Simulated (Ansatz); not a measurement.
A surface is cut from this relaxed crystal of Sn:

```
CELL_PARAMETERS angstrom
0.00000 3.32815 3.32815
3.32815 0.00000 3.32815
3.32815 3.32815 0.00000
ATOMIC_POSITIONS crystal
Sn 0.50000 0.50000 0.50000
Sn 0.75000 0.75000 0.75000
```

Miller indices refer to the conventional cell of Fd-3m (No. 227), a = 6.656 Å, b = 6.656 Å, c = 6.656 Å, α = 90.00°, β = 90.00°, γ = 90.00°.

The (111) slab of 6 planes, 8.6 Å thick with 15 Å of vacuum as cut; outer planes Sn (top) and Sn (bottom).

The calculation used DFT PBE, scalar-relativistic, plane waves, PAW (Ansatz 0.2.0). Cutoff 420 eV; k points 9×9×1 on the computed 6-atom cell (Γ-centred); Gaussian smearing, width 0.10 eV; no spin polarisation. The cell repeats along c with a dipole correction in the vacuum.

The work function read from the bulk's Fermi level differs by 0.16 eV, so the slab's middle doesn't match the bulk reference (too thin, or relaxed to another structure or magnetic state).

With the atoms at the bulk's places:

```json
{"Surface energy (mean of both faces)": "0.61 J/m²", "Work function": "4.33 eV"}
```

(1) What changes when all atoms relax within this surface cell and its symmetry?

## Answers

(1) The energy falls by 0.007 J/m² a face, and the largest move is 0.07 Å.

For the relaxed slab, the surface energy (mean of both faces) is 0.61 J/m². The work function is 4.33 eV.

| plane (bottom to top) | atoms | spacing to next, bulk (Å) | relaxed (Å) | change (%) |
| --- | --- | --- | --- | --- |
| 1 | Sn | 0.961 | 0.934 | -2.8 |
| 2 | Sn | 2.882 | 2.957 | +2.6 |
| 3 | Sn | 0.961 | 0.943 | -1.8 |
| 4 | Sn | 2.882 | 2.957 | +2.6 |
| 5 | Sn | 0.961 | 0.934 | -2.8 |
| 6 | Sn |  |  |  |